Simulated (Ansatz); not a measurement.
Hf$_{2}$Si: what the smearing entropy tells about the Fermi level

Level of theory: Ansatz 0.2.0, DFT r2SCAN, scalar-relativistic, plane waves, PAW.

```cif
data_structure
_symmetry_space_group_name_H-M 'P 1'
_symmetry_Int_Tables_number 1
_cell_length_a 5.3035
_cell_length_b 5.3035
_cell_length_c 5.3035
_cell_angle_alpha 103.720
_cell_angle_beta 103.720
_cell_angle_gamma 121.712
_cell_volume 110.83
loop_
_atom_site_label
_atom_site_type_symbol
_atom_site_fract_x
_atom_site_fract_y
_atom_site_fract_z
_atom_site_occupancy
Hf1 Hf 0.84351 0.65649 0.50000 1
Hf2 Hf 0.34351 0.84351 0.18703 1
Hf3 Hf 0.15649 0.34351 0.50000 1
Hf4 Hf 0.65649 0.15649 0.81297 1
Si1 Si 0.75000 0.75000 0.00000 1
Si2 Si 0.25000 0.25000 0.00000 1
```

- plane-wave cutoff: 500 eV
- Γ-centred k-mesh: 10×10×10
- spin treatment: unpolarised

The same metal under several smearings of width σ, on one mesh. F is the free energy, TS the smearing's entropy term for the cell of 6 atoms, and E = F + TS. Gaussian occupations are ½ erfc[(ε − μ)/σ], and N counts both spins. Spin–orbit coupling is left out, which shifts the bands of heavy elements.

| rule | σ (eV) | F − F(narrowest) (meV/atom) | TS (meV/cell) |
| --- | --- | --- | --- |
| Fermi–Dirac | 0.01 | 0.000 | 0.976 |
| Fermi–Dirac | 0.1 | -5.821 | 72.423 |
| Fermi–Dirac | 0.2 | -26.159 | 355.810 |
| Fermi–Dirac | 0.3 | -66.566 | 928.719 |
| Fermi–Dirac | 0.5 | -216.715 | 2959.544 |
| Gaussian | 0.1 | -0.892 | 10.272 |
| Gaussian | 0.3 | -7.917 | 98.032 |

Task: For a density of states N (both spins) that is flat over the smeared range, TS = Nσ²/2 (Gaussian) and (π²/3)Nσ² (Fermi–Dirac). What N does each run give?

Result:
| rule | σ (eV) | N (states/eV a cell) |
| --- | --- | --- |
| Fermi–Dirac | 0.01 | 2.97 |
| Fermi–Dirac | 0.1 | 2.20 |
| Fermi–Dirac | 0.2 | 2.70 |
| Fermi–Dirac | 0.3 | 3.14 |
| Fermi–Dirac | 0.5 | 3.60 |
| Gaussian | 0.1 | 2.05 |
| Gaussian | 0.3 | 2.18 |

Equal entropy needs σ_Gauss = π√(2/3) σ_FD = 2.57 σ_FD, so a Fermi–Dirac width acts like a Gaussian one 2.57 times as large. At moderate widths N lies between 2.05 and 2.20, nearly constant, so the density of states is smooth near the Fermi level and the mesh resolves it. At the narrowest widths only the few mesh levels within σ of μ count, so N can scatter there.

Task: To second order F = E0 − TS/2 and E = E0 + TS/2. How well does E0 = (E + F)/2 undo the smearing?

Result:
```tsv
rule	σ (eV)	F − E0(narrowest) (meV/atom)	(E + F)/2 − E0(narrowest) (meV/atom)
Fermi–Dirac	0.01	-0.08	0.00
Fermi–Dirac	0.1	-5.90	0.13
Fermi–Dirac	0.2	-26.24	3.41
Fermi–Dirac	0.3	-66.65	10.75
Fermi–Dirac	0.5	-216.80	29.83
Gaussian	0.1	-0.97	-0.12
Gaussian	0.3	-8.00	0.17
```

At Gaussian 0.3 eV the free energy is off by -8.00 meV/atom and the mean by 0.17. What remains is of order σ⁴ plus the mesh error of the narrowest run, which is no exact reference. Forces and stress are derivatives of F, not of E0, so they keep the σ² error.

Hf$_{2}$Si comes out metallic, but its density of states is flat only close to the Fermi level. Under Fermi–Dirac smearing the apparent N climbs from 2.20 to 3.60 states/eV a cell as σ goes from 0.1 to 0.5 eV. The 0.01 eV run breaks this order, probably because it samples too few levels. The rise suggests that the Fermi level lies in a shallow minimum, with broader smearing reaching denser states around it. The positive remainder in (E + F)/2 at the larger Fermi–Dirac widths fits this, since upward curvature of the density of states gives a fourth-order term of that sign. That remainder grows more slowly than σ⁴, however, so the low-order expansion is already failing there. A likely chemical origin is Hf 5d–Si 3p hybridisation together with Hf–Hf d bonding, which separates mainly bonding from mainly antibonding states without opening a gap. Entropy weights both sides of the Fermi level alike, so these data can't tell on which side the denser states lie.
